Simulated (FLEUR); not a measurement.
# CoO under changes of volume

One of the cells (11.411 Å³/atom); the others are scaled copies at fixed shape and fractional positions:

```
Co O
1.0
     1.60222    0.92504    2.56647
    -1.60222    0.92504    2.56647
     0.00000   -1.85008    2.56647
Co O
1 1
Cartesian
  0.0000 0.0000 7.6915
  0.0000 0.0000 5.7824
```

Measurements of this composition are mostly on another form, of space group No. 225.

```yaml
Program: FLEUR MaX-R8.1 (later development tree)
Functional: PBE
Potentials_or_basis: all-electron
Basis: FLAPW
Kmax: 5 1/bohr
k_mesh: 10 × 10 × 10
Occupations: fermi-dirac, width 0.05 eV
Spin: collinear spin, ferromagnetic start
Starting_moments: "[2.0, 0.0] μB"
```

| volume (Å³/atom) | energy over the lowest point (meV/atom) | moment (μB per cell) |
| --- | --- | --- |
| 10.727 | 15.61 | 2.42 |
| 10.955 | 7.26 | 2.56 |
| 11.183 | 1.92 | 2.67 |
| 11.411 | 0.00 | 2.76 |
| 11.640 | 1.40 | 2.82 |
| 11.868 | 6.15 | 2.87 |
| 12.096 | ? | ? |

Q: What does the run at 12.096 Å³/atom give?

A: Energy over the lowest point 13.83 meV/atom; moment 2.91 μB per cell.

Worked out: A Birch-Murnaghan fit of order 3 (a polynomial in V^(-2/3)) to the other rows has its minimum at 11.43 Å³/atom with B0 = V·E''(V) = 118 GPa (rough, since the energies scatter) at fixed shape and positions, which overstates the stiffness. It gives 14.32 meV/atom at 12.096 Å³/atom, against the run's 13.83. A parabola through the other rows of the moment, of slope 0.0337 μB per Å³/atom there, extrapolates to 2.89 μB, against the run's 2.91.

Energies are extrapolated to zero smearing.

Caveats: the plane-wave cutoff is short for the semicore states, which can make moduli rough; a cell with one magnetic atom can't hold antiferromagnetic order, which such compounds often take.
